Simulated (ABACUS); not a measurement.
# AlN under changes of volume

One of the cells (10.451 Å³/atom); the others are scaled copies at fixed shape and fractional positions:

```
CELL_PARAMETERS angstrom
3.11300 0.00000 0.00000
-1.55650 2.69594 0.00000
0.00000 0.00000 4.98100
ATOMIC_POSITIONS crystal
Al 0.66667 0.33333 0.50000
Al 0.33333 0.66667 0.00000
N 0.66667 0.33333 0.88000
N 0.33333 0.66667 0.38000
```

* Program: ABACUS 3.10.1
* Functional: PBE
* Potentials or basis: PseudoDojo NC SR 0.4.1 PBE standard
* Cutoff: 1143 eV
* Density cutoff: 4572 eV
* Basis: plane waves
* k mesh: 10 × 10 × 6
* Occupations: fermi-dirac, width 0.05 eV
* Spin: no spin polarisation

```csv
volume (Å³/atom),energy over the lowest point (meV/atom),pressure (GPa),gap on the mesh (eV),largest force (eV/Å)
9.824,41.76,17.8,4.77,0.180
10.033,22.07,12.5,4.58,0.163
10.242,8.95,7.7,4.40,0.146
10.451,1.77,3.4,4.22,0.131
10.660,0.00,-0.6,4.05,0.116
10.869,3.13,-4.2,3.88,0.102
11.078,?,?,?,?
```

Question: What does the run at 11.078 Å³/atom give?

Answer: Energy over the lowest point 10.70 meV/atom; pressure -7.4 GPa; gap on the mesh 3.72 eV; largest force 0.089 eV/Å.

Worked out: A Birch-Murnaghan fit of order 3 (a polynomial in V^(-2/3)) to the other rows has its minimum at 10.63 Å³/atom with B0 = V·E''(V) = 194 GPa and B' = 3.9 at fixed shape and positions, which overstates the stiffness. It gives 10.72 meV/atom at 11.078 Å³/atom, against the run's 10.70, and -dE/dV = -7.4 GPa, against -7.4. A straight line through the other rows of the gap, of slope -8.79 eV per unit of ln V (its deformation potential), extrapolates to 3.71 eV, against the run's 3.72.

Energies are extrapolated to zero smearing.

Caveats: there are fewer bands than atomic start orbitals, so a level may be missed at k points of high symmetry.

A mesh can miss the band edges.
